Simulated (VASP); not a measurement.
# InP (F-43m) in VASP: notebook

InP is run at these levels: PBE, revPBE; tasks: single point.

Everything below comes from runs of VASP 6.6.1. Logs are shortened: lines on timing, memory, paths and dates and some standing lists are left out, and cuts for length are marked.

**What was measured.**

From a printed reference work, data compilation, for a bulk crystal of InP at 1.6 K: band gap 1.4236 eV (direct).

The runs below are set against these values where they give the same quantity.

## (1) The cell of the first run

Symmetry: F-43m, No. 216, cubic system. The conventional cell has a = 5.861 Å, b = 5.861 Å, c = 5.861 Å, α = 90.00°, β = 90.00°, γ = 90.00°. Within 3.3 Å of In (site symmetry -43m) lie 4 P at 2.54 Å. Within 3.3 Å of P (site symmetry -43m) lie 4 In at 2.54 Å.

## (2) Single point, PBE

Input file INCAR:

```
PREC = Accurate ; ENCUT = 520
EDIFF = 1E-7 ; ISMEAR = 0
SIGMA = 0.02 ; LREAL = False
LASPH = True ; NELM = 100
ALGO = Normal ; ISIF = 2
LWAVE = False ; LCHARG = False
GGA = PE ; NBANDS = 16
```

Input file KPOINTS:

```
regular mesh
0
Gamma
  8 8 8
```

Input file POSCAR:

```
InP
1.0
    0.0000000000      2.9305000000      2.9305000000
    2.9305000000      0.0000000000      2.9305000000
    2.9305000000      2.9305000000      0.0000000000
In P
1 1
Direct
    0.0000000000      0.0000000000      0.0000000000
    0.7500000000      0.7500000000      0.7500000000
```

Potentials or basis: VASP PAW PBE potentials, release 64 (In_d, P).

Launch:

```bash
$ cat potpaw_PBE.64/In_d/POTCAR potpaw_PBE.64/P/POTCAR > POTCAR
$ mpirun -np 1 vasp_std > vasp.out
```

OUTCAR:

```text
PREC = Accurate
   ENCUT = 520
   EDIFF = 1E-7
   ISMEAR = 0
   LREAL = False
   LASPH = True
   NELM = 100
   ISIF = 2
   GGA = PE

 ion  position               nearest neighbor table
   1  0.000  0.000  0.000-   2 2.54   2 2.54   2 2.54   2 2.54
   2  0.750  0.750  0.750-   1 2.54   1 2.54   1 2.54   1 2.54

  LATTYP: Found a face centered cubic cell.
 ALAT       =     5.8610000000

  Lattice vectors:

 A1 = (   0.0000000000,   2.9305000000,   2.9305000000)
 A2 = (   2.9305000000,   0.0000000000,   2.9305000000)
 A3 = (   2.9305000000,   2.9305000000,   0.0000000000)

Analysis of symmetry for initial positions (statically):
=====================================================================
 Subroutine PRICEL returns:
 Original cell was already a primitive cell.

 Routine SETGRP: Setting up the symmetry group for a
 face centered cubic supercell.

 Subroutine GETGRP returns: Found 24 space group operations
 (whereof 24 operations were pure point group operations)
 out of a pool of 48 trial point group operations.

The static configuration has the point symmetry T_d .

Analysis of symmetry for dynamics (positions and initial velocities):
=====================================================================
 Subroutine PRICEL returns:
 Original cell was already a primitive cell.

 Routine SETGRP: Setting up the symmetry group for a
 face centered cubic supercell.

 Subroutine GETGRP returns: Found 24 space group operations
 (whereof 24 operations were pure point group operations)
 out of a pool of 48 trial point group operations.

The dynamic configuration has the point symmetry T_d .

 Subroutine INISYM returns: Found 24 space group operations
 (whereof 24 operations are pure point group operations),
 and found     1 'primitive' translations

----------------------------------------------------------------------------------------

                                     Primitive cell

  volume of cell :      50.3333

  direct lattice vectors                    reciprocal lattice vectors
     0.000000000  2.930500000  2.930500000    -0.170619348  0.170619348  0.170619348
     2.930500000  0.000000000  2.930500000     0.170619348 -0.170619348  0.170619348
     2.930500000  2.930500000  0.000000000     0.170619348  0.170619348 -0.170619348

  length of vectors
     4.144352845  4.144352845  4.144352845     0.295521380  0.295521380  0.295521380

  position of ions in fractional coordinates (direct lattice)
[... 78 lines left out ...]
   NELM   =    100;   NELMIN=  2; NELMDL= -5     # of ELM steps
   EDIFF  = 0.1E-06   stopping-criterion for ELM
   LREAL  =      F    real-space projection
   EDIFFG = 0.1E-05   stopping-criterion for IOM
   NSW    =      0    number of steps for IOM
   IBRION =     -1    ionic relax: 0-MD 1-quasi-New 2-CG
   NFREE  =      0    steps in history (QN), initial steepest desc. (CG)
   ISIF   =      2    stress and relaxation
   ISYM   =      2    0-nonsym 1-usesym 2-fastsym
   POTIM  = 0.5000    time-step for ionic-motion
   TEBEG  =    0.0;   TEEND  =   0.0 temperature during run
   PSTRESS=    0.0 pullay stress
   NELECT =      18.0000    total number of electrons
   NUPDOWN=      -1.0000    fix difference up-down
   EMIN   =  10.00;   EMAX   =-10.00  energy-range for DOS
   EFERMI =   0.00;   METHOD = LEGACY
   ISMEAR =     0;   SIGMA  =   0.02  broadening in eV -4-tet -1-fermi 0-gaus
   EFERMI_NEDOS =   21; number of points for ismear=-14 and -15
   IALGO  =     38    algorithm
   IMIX   =      4    mixing-type and parameters
     AMIX     =   0.40;   BMIX     =  1.00
     AMIX_MAG =   1.60;   BMIX_MAG =  1.00
  volume/ion in A,a.u.               =      25.17       169.83
  Fermi-wavevector in a.u.,A,eV,Ry     =   1.162021  2.195901 18.371846  1.350293
  Thomas-Fermi vector in A             =   2.298587
   LORBIT       =      0    0 simple, 1 ext, 2 COOP (PROOUT), +10 PAW based schemes
   GGA     = PE    functional components
   LHFCALC =     F    Hartree Fock is set to
   AEXX    =    0.0000 exact exchange contribution
   IVDW    =     0    specifies the selected vdW correction
   LEPSILON=     F    determine dielectric tensor
   LRPA    =     F    only Hartree local field effects (RPA)
 non-spin polarized calculation
 Gauss-broadening in eV      SIGMA  =   0.02
  energy-cutoff  :      520.00
  volume of cell :       50.33
 maximum number of plane-waves:      1380
   NGX = 15   NGY = 15   NGZ = 15

 number of electron      18.0000005 magnetization

 Free energy of the ion-electron system (eV)
  ---------------------------------------------------
  ext. energy  EPLUGINS =         0.00000000
  ---------------------------------------------------
  free energy    TOTEN  =        -8.38078731 eV

  energy without entropy =       -8.38078731  energy(sigma->0) =       -8.38078731

 E-fermi :   5.2790     XC(G=0):  -9.2826

 val. band max:        5.1894536876   @ k =   0.0000   0.0000   0.0000
 cond. band min:       5.9014877099   @ k =   0.0000   0.0000   0.0000
 fundamental gap:      0.7120340224
 Fermi energy:         5.2790273192

 k-point     1 :       0.0000    0.0000    0.0000
  band No.  band energies     occupation
      1      -8.9969      2.00000
      2      -8.9969      2.00000
      3      -8.9969      2.00000
      4      -8.8448      2.00000
      5      -8.8448      2.00000
      6      -6.3279      2.00000
[... 433 lines left out ...]
      3      -8.9283      2.00000
      4      -8.8502      2.00000
      5      -8.8318      2.00000
      6      -4.2860      2.00000
[... 8 lines left out ...]
     15      15.8992      0.00000
     16      16.5206      0.00000

 [... further k-points ...]

------------------------ aborting loop because EDIFF is reached ----------------------------------------

  FORCE on cell =-STRESS in cart. coord.  units (eV):
  Direction    XX          YY          ZZ          XY          YZ          ZX
  --------------------------------------------------------------------------------------
  -------------------------------------------------------------------------------------
  Total        1.0312305      1.0312305      1.0312305      0.0000000     -0.0000000      0.0000000
  in kB       32.8254856     32.8254856     32.8254856      0.0000000     -0.0000000      0.0000000
  external PRESSURE =      32.8254856 kB  Pullay stress =       0.0000000 kB

 VOLUME and BASIS-vectors are now :
 -----------------------------------------------------------------------------
  energy-cutoff  :      520.00
  volume of cell :       50.33
      direct lattice vectors                 reciprocal lattice vectors
     0.000000000  2.930500000  2.930500000    -0.170619348  0.170619348  0.170619348
     2.930500000  0.000000000  2.930500000     0.170619348 -0.170619348  0.170619348
     2.930500000  2.930500000  0.000000000     0.170619348  0.170619348 -0.170619348

 POSITION                                       TOTAL-FORCE (eV/Angst)
 -----------------------------------------------------------------------------------
      0.00000      0.00000      0.00000        -0.000000     -0.000000     -0.000000
      4.39575      4.39575      4.39575         0.000000      0.000000      0.000000
 -----------------------------------------------------------------------------------
    total drift:                                0.000000      0.000000      0.000000

  FREE ENERGIE OF THE ION-ELECTRON SYSTEM (eV)
  ---------------------------------------------------
  free  energy   TOTEN  =        -8.3807873143 eV

  energy  without entropy=       -8.3807873143  energy(sigma->0) =       -8.38078731
```

Wall time 23 s (1 thread of Intel Xeon Platinum 8259CL at 2.50GHz (Skylake/Cascade Lake), shared host); peak memory 0.18 GiB.

Results:

```
Free energy            : -8.3808 eV
Pressure               : 3.3 GPa
Band gap on the k mesh : 0.71 eV, direct
```

Levels at points of the mesh, in eV from the valence-band top:
```
           k point  band 6  band 7  band 8  band 9  band 10  band 11  band 12  band 13
(0.00, 0.00, 0.00)  -11.52    0.00    0.00    0.00     0.71     4.09     4.09     4.09
(0.50, 0.00, 0.00)   -9.79   -5.73   -0.97   -0.97     1.50     4.81     4.81     7.10
(0.50, 0.50, 0.00)   -9.14   -5.75   -2.32   -2.32     1.76     2.27     9.21     9.60
```

Caveat: spin-orbit coupling is left out, which moves the levels of the heavy elements. As with any semilocal functional, this PBE gap is likely too small.

## (3) Single point, PBE

Input file INCAR:

```
SYSTEM = InP
ALGO = Normal ; EDIFF = 1E-7
ENCUT = 520 ; GGA = PE
ISIF = 2 ; ISMEAR = 0
LASPH = .True. ; LCHARG = .False.
LREAL = .False. ; LWAVE = .False.
NBANDS = 16 ; NELM = 80
PREC = Accurate ; SIGMA = 0.016
```

Input file KPOINTS:

```
k-points
0
Gamma
  8 8 8
  0 0 0
```

POSCAR is that of step 2.

Potentials or basis: VASP PAW PBE potentials, release 64 (In_d, P).

Launch:

```bash
$ cat potpaw_PBE.64/In_d/POTCAR potpaw_PBE.64/P/POTCAR > POTCAR
$ mpirun -np 1 vasp_std > vasp.out
```

OUTCAR:

```text
SYSTEM = InP
   EDIFF = 1E-7
   ENCUT = 520
   GGA = PE
   ISIF = 2
   ISMEAR = 0
   LASPH = .True.
   LREAL = .False.
   NELM = 80
   PREC = Accurate

 ion  position               nearest neighbor table
   1  0.000  0.000  0.000-   2 2.54   2 2.54   2 2.54   2 2.54
   2  0.750  0.750  0.750-   1 2.54   1 2.54   1 2.54   1 2.54

  LATTYP: Found a face centered cubic cell.
 ALAT       =     5.8610000000

  Lattice vectors:

 A1 = (   0.0000000000,   2.9305000000,   2.9305000000)
[... 641 lines left out ...]

------------------------ aborting loop because EDIFF is reached ----------------------------------------

  FORCE on cell =-STRESS in cart. coord.  units (eV):
  Direction    XX          YY          ZZ          XY          YZ          ZX
  --------------------------------------------------------------------------------------
  -------------------------------------------------------------------------------------
  Total        1.0312305      1.0312305      1.0312305      0.0000000      0.0000000     -0.0000000
  in kB       32.8254860     32.8254860     32.8254860      0.0000000      0.0000000     -0.0000000
  external PRESSURE =      32.8254860 kB  Pullay stress =       0.0000000 kB

 VOLUME and BASIS-vectors are now :
 -----------------------------------------------------------------------------
  energy-cutoff  :      520.00
  volume of cell :       50.33
      direct lattice vectors                 reciprocal lattice vectors
     0.000000000  2.930500000  2.930500000    -0.170619348  0.170619348  0.170619348
     2.930500000  0.000000000  2.930500000     0.170619348 -0.170619348  0.170619348
     2.930500000  2.930500000  0.000000000     0.170619348  0.170619348 -0.170619348

 POSITION                                       TOTAL-FORCE (eV/Angst)
 -----------------------------------------------------------------------------------
      0.00000      0.00000      0.00000         0.000000      0.000000     -0.000000
      4.39575      4.39575      4.39575        -0.000000     -0.000000      0.000000
 -----------------------------------------------------------------------------------
    total drift:                                0.000000      0.000000      0.000000

  FREE ENERGIE OF THE ION-ELECTRON SYSTEM (eV)
  ---------------------------------------------------
  free  energy   TOTEN  =        -8.3807873143 eV

  energy  without entropy=       -8.3807873143  energy(sigma->0) =       -8.38078731
```

Wall time 32 s (1 thread of Intel Xeon Platinum 8259CL at 2.50GHz (Skylake/Cascade Lake), shared host); peak memory 0.18 GiB.

Results:

```yaml
Free_energy: -8.3808 eV
Pressure: 3.3 GPa
Band_gap_on_the_k_mesh: 0.71 eV, direct
```

Caveat: spin-orbit coupling is left out, which moves the levels of the heavy elements.

(Continued in part 2 of 2.)
